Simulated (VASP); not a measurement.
O: equation of state with PBE

Crystal: O.

```
O
1.0
     2.85140   -1.66242    0.00000
     2.85140    1.66242    0.00000
    -2.39449    0.00000    3.64705
O
2
Direct
  0.97455 0.97455 0.84443
  0.02545 0.02545 0.15557
```

```
Program             : VASP 6.6.1
Task                : equation of state
Functional          : PBE
Potentials or basis : VASP PAW PBE potentials, release 64 (O)
Cutoff              : 520 eV
k mesh              : 10 × 10 × 7
Occupations         : fermi-dirac, width 0.05 eV
Spin                : no spin polarisation
```

- Equilibrium volume: 17.31 Å³/atom
- Bulk modulus at fixed shape and positions: 58 GPa
- Pressure derivative of the bulk modulus: 4.2

Energy against volume, from the lowest point:
```csv
volume (Å³/atom),energy (meV/atom)
16.251,13.17
16.596,5.76
16.942,1.47
17.288,0.00
17.634,1.06
17.979,4.40
18.325,9.80
```

All runs of the series together: 4.7 min on 1 thread of AMD EPYC 9R45 (Zen 5) (shared host).

Caveat: the standard files for N, O and F lose accuracy on very short bonds; spin is off for a triplet molecule; the cell was scaled at fixed shape and fractional positions, which overstates the stiffness of a crystal with free parameters, most of all of layers and chains.
